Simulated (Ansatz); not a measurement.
Theory: DFT PBE, scalar-relativistic, plane waves, PAW in Ansatz. All cells share a 420 eV cutoff and Γ-centred k meshes spaced at most about 0.3 Å⁻¹ (2π included). No spin polarisation in the final relaxations.

All energies are static (0 K, no zero-point motion).

Two forms of MgO were relaxed alike.

A.

```
Mg O
1.0
     3.31508    0.00000    0.00000
    -1.65754    2.87094    0.00000
     0.00000    0.00000    5.11824
Mg O
2 2
Direct
  0.33333 0.66667 0.00619
  0.66667 0.33333 0.50619
  0.33333 0.66667 0.39841
  0.66667 0.33333 0.89841
```

B.

```
Mg O
1.0
     0.00000    2.30628    2.30628
     2.30628    0.00000    2.30628
     2.30628    2.30628    0.00000
Mg O
1 1
Direct
  0.00000 0.00000 0.00000
  0.75000 0.75000 0.75000
```

Question: Which form is favoured at zero pressure, and by what margin per atom?

Answer: A is lower, by 33 meV/atom. A has the wurtzite type, space group P6_3mc (No. 186), 12.2 Å³/atom and a gap of 3.41 eV on its mesh; B has the zinc blende type, space group F-43m (No. 216), 12.3 Å³/atom and a gap of 3.48 eV. Counting O atoms around Mg (those within 1.25 times the shortest such distance or 1.15 times the sum of covalent radii), A and B both have Mg 4. Origin: A is a Materials Project cell, relaxed; B was invented. A third cell relaxed alike, in P6_3/mmc (a Materials Project cell), lies 33 meV/atom below the lower of the two. The part of the Crystallography Open Database at hand lists MgO in space group No. 225, which no cell shown has.

Kohn–Sham gaps at this level usually fall short of measured ones. With atoms moved at random, P6_3mc came back. Other cells relaxed within their symmetry can be saddle points.

Wurtzite is favoured over zinc blende, but only as the better of two tetrahedral arrangements. Both have the same nearest-neighbour count and almost the same volume, so the preference must come from longer-range electrostatics and from relaxation. In strongly ionic MgO, hexagonal stacking offers a slightly better Madelung energy, and the wurtzite cell can also adjust its axial ratio and internal parameter, which cubic symmetry forbids in zinc blende. The relaxed cell uses this freedom: it is compressed along c relative to ideal wurtzite and its Mg–O bilayers are flattened, bringing a further O closer to each Mg. This suggests a drive towards higher coordination, which the lower energy of the P6_3/mmc cell probably reflects too.

Neither form is therefore the ground state. That place belongs to rocksalt, whose octahedral coordination suits the size and charge of the ions and which is missing from the comparison. The small gap difference between the two forms does not support a distinction in their electronic character.
